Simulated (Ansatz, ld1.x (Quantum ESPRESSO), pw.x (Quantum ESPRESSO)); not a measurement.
## What a changed setting does to a pw.x run (fcc Si)

Potential: norm-conserving Troullier–Martins (Kleinman–Bylander form), ld1.x (Quantum ESPRESSO) 7.5, PBEsol; core [Ne], reference 3s2 3p2; waves: 3s (bound): rc 1.75 bohr; 3p (bound): rc 1.40 bohr; 3d channel at 0.5 Ry: rc 1.70 bohr; local part: all-electron potential smoothed inside 1.50 bohr (lloc = -1); core correction: a·sin(br)/r model core inside 1.40 bohr.

The reference run (k-mesh 15³, cutoffs 75/300 Ry, Fermi–Dirac 0.01 Ry, mixing_beta 0.4, conv_thr 1e-9, no spin) gives -0.37 GPa at 14.001 Å³/atom, where all-electron LAPW gives 0.43 GPa. This run, with its own iteration cap, changes smearing to mv.

```
&control
  calculation='scf', prefix='x', pseudo_dir='./', outdir='./tmp', tstress=.true., disk_io='none'
/
&system
  ibrav=0, nat=1, ntyp=1, ecutwfc=75, ecutrho=300, nbnd=9,
  occupations='smearing', smearing='mv', degauss=0.01
/
&electrons
  conv_thr=1e-09, mixing_beta=0.4, electron_maxstep=60
/
ATOMIC_SPECIES
Si 1.0 Si.UPF
CELL_PARAMETERS angstrom
  0.00000000 1.91297673 1.91297673
  1.91297673 0.00000000 1.91297673
  1.91297673 1.91297673 0.00000000
ATOMIC_POSITIONS crystal
Si 0.0000 0.0000 0.0000
K_POINTS automatic
15 15 15 0 0 0
```

```bash
pw.x < Si.scf.in > Si.scf.out
```

Q: How does the run end?

A: It converges in 6 iterations; the free energy moves by +14.8 meV/atom and the pressure by -0.15 GPa. This scheme is built to cancel the term in the square of the width that Fermi–Dirac smearing leaves in the F of a metal.

```
Message from routine setup:
     using ibrav=0 with symmetry is DISCOURAGED, use correct ibrav instead
     lattice parameter (alat)  =       5.1124  a.u.
     unit-cell volume          =      94.4834 (a.u.)^3
     number of electrons       =         4.00
     number of Kohn-Sham states=            9
     kinetic-energy cutoff     =      75.0000  Ry
     charge density cutoff     =     300.0000  Ry
     scf convergence threshold =      1.0E-09
     Exchange-correlation= PBESOL
     number of k points=   120  Marzari-Vanderbilt smearing, width (Ry)=  0.0100
     iteration #  1     ecut=    75.00 Ry     beta= 0.40
     total energy              =      -8.29052592 Ry
     estimated scf accuracy    <       0.00472882 Ry
     iteration #  2     ecut=    75.00 Ry     beta= 0.40
     total energy              =      -8.28996051 Ry
     estimated scf accuracy    <       0.00136132 Ry
     iteration #  3     ecut=    75.00 Ry     beta= 0.40
     total energy              =      -8.29004592 Ry
     estimated scf accuracy    <       0.00000402 Ry
     iteration #  4     ecut=    75.00 Ry     beta= 0.40
     total energy              =      -8.29004833 Ry
     estimated scf accuracy    <       0.00000004 Ry
     iteration #  5     ecut=    75.00 Ry     beta= 0.40
     total energy              =      -8.29004835 Ry
     estimated scf accuracy    <          4.9E-09 Ry
     iteration #  6     ecut=    75.00 Ry     beta= 0.40
     the Fermi energy is    11.0855 ev
!    total energy              =      -8.29004835 Ry
     estimated scf accuracy    <          4.8E-10 Ry
     smearing contrib. (-TS)   =      -0.00000497 Ry
     The total energy is F=E-TS. E is the sum of the following terms:
     one-electron contribution =       4.82187262 Ry
     hartree contribution      =       0.02597914 Ry
     xc contribution           =      -2.99159493 Ry
     ewald contribution        =     -10.14630021 Ry
     convergence has been achieved in   6 iterations
          total   stress  (Ry/bohr**3)                   (kbar)     P=       -5.18
     Message from routine punch:
     Nothing written, as per user request (disk_io='none')
```

The run took about 9.2 s on one core of a shared host (Intel(R) Xeon(R) Platinum 8488C, 192 threads, 744 GiB, load 64).
